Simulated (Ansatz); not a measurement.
Runs of Ansatz 0.2.0 on PbF2 (Fluorocronite). Symmetry: Fm-3m, No. 225, cubic system. The conventional cell has a = 5.927 Å, b = 5.927 Å, c = 5.927 Å, α = 90.00°, β = 90.00°, γ = 90.00°. Pb (site symmetry m-3m) is surrounded by 8 F at 2.57 Å. Around F (site symmetry -43m) lie 4 Pb at 2.57 Å. 

```tsv
cell	gap on the mesh (eV)	pressure (GPa)
relaxed to 10 GPa	(b)	10.0
relaxed to 30 GPa	4.06	30.0
relaxed to 5 GPa	4.27	5.0
relaxed	(a)	0.0
relaxed to 20 GPa	4.17	20.0
```

Alike in all rows: task relaxation of cell and atoms; level PBEsol; potentials or basis all-electron LAPW, scalar-relativistic; no spin polarisation; k mesh 8 × 8 × 8; smearing fermi-dirac 0.05 eV; basis error allowed 0.002 eV/atom.

Question: Estimate the missing entries.

Answer: (a) 4.30; (b) 4.24.

Caveats: spin-orbit coupling is left out, which as a rule narrows the gap of such compounds by several tenths of an eV.

A k mesh can miss the band edges, and the runs leave out spin-orbit coupling on Pb.
